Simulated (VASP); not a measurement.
Crystal: TePb.

```
Pb Te
1.0
     0.00000    3.22000    3.22000
     3.22000    0.00000    3.22000
     3.22000    3.22000    0.00000
Pb Te
1 1
Direct
  0.00000 0.00000 0.00000
  0.50000 0.50000 0.50000
```

The cell was built by a generator and needn't be a form met in nature.

```yaml
Program: VASP 6.6.1
Task: relaxation of cell and atoms
Functional: PBE
Potentials_or_basis: VASP PAW PBE potentials, release 64 (Pb_d, Te)
Cutoff: 600 eV
k_mesh: 10 × 10 × 10
Occupations: gaussian, width 0.01 eV
Spin: no spin polarisation
```

At the start: pressure 2.6 GPa; volume 33.39 Å³/atom.

Question: Where does the relaxation end?

Answer: Over 5 steps the energy falls by 15.7 meV/atom and the volume is 35.41 Å³/atom (+6.1 %); space group Fm-3m (No. 225, to 0.05 Å).

Step by step:
```
step  energy change (eV)  largest force (eV/Å)  pressure (GPa)  volume (Å³)
   1              0.0000                0.0000            2.59        66.77
   2             -0.0286                0.0000           -0.69        72.12
   3             -0.0313                0.0000            0.07        70.83
   4             -0.0313                0.0000           -0.05        70.95
   5             -0.0313                0.0000            0.01        70.83
```

Final structure:
```cif
data_structure
_symmetry_space_group_name_H-M 'P 1'
_symmetry_Int_Tables_number 1
_cell_length_a 4.6442
_cell_length_b 4.6442
_cell_length_c 4.6442
_cell_angle_alpha 60.000
_cell_angle_beta 60.000
_cell_angle_gamma 60.000
_cell_volume 70.83
loop_
_atom_site_label
_atom_site_type_symbol
_atom_site_fract_x
_atom_site_fract_y
_atom_site_fract_z
_atom_site_occupancy
Pb1 Pb 0.00000 0.00000 0.00000 1
Te1 Te 0.50000 0.50000 0.50000 1
```
